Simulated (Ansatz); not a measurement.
Starting cell, CaF₂ (fluorite):

```
CELL_PARAMETERS angstrom
      0.00000     2.75548     2.75548
      2.75548     0.00000     2.75548
      2.75548     2.75548     0.00000
ATOMIC_POSITIONS crystal
  Ca 0.00000 0.00000 0.00000
  F  0.25000 0.25000 0.25000
  F  0.75000 0.75000 0.75000
```

In this cell atom 3 (F, nearest neighbour Ca at 2.386 Å; its periodic images, 3.9 Å or more away, move with it) is moved by s along Cartesian [110], unit vector (0.707, 0.707, 0.000); all other atoms and the cell stay fixed.

These are PBE (plane waves to 420 eV, PAW, scalar-relativistic; Ansatz, an electronic-structure program) values and carry that method's errors. k mesh 8×8×8 (Γ-centred), Fermi-Dirac smearing 0.05 eV. The energy includes the smearing's −TS. CaF2 was relaxed with its symmetry unable to fall. The zero of ΔE is the undisplaced structure.

```
s (Å)   ΔE (meV/cell)
------  -------------
-0.240       withheld
-0.192           79.4
-0.144           44.2
-0.096           19.5
-0.048            4.8
0.000             0.0
0.048             4.8
0.096            19.5
0.144            44.2
0.192            79.4
0.240        withheld
```

Question: Fit an even polynomial form (powers 2, 4) to the given rows and predict ΔE at s = 0.240.

Answer: Least squares on the 9 given rows: ΔE = (2102)·s² + (1406)·s⁴, in meV/cell with s in Å; root-mean-square residual 0.02 meV/cell. At 0.240 the fit gives 125.7 meV/cell; the calculation gives 125.7 meV/cell, the same to the digits shown. The quadratic term alone would give 121.1 meV/cell.

(For displaced atoms, the force is minus the slope of the energy, and its curvature is a force constant, which sets phonon frequencies.)
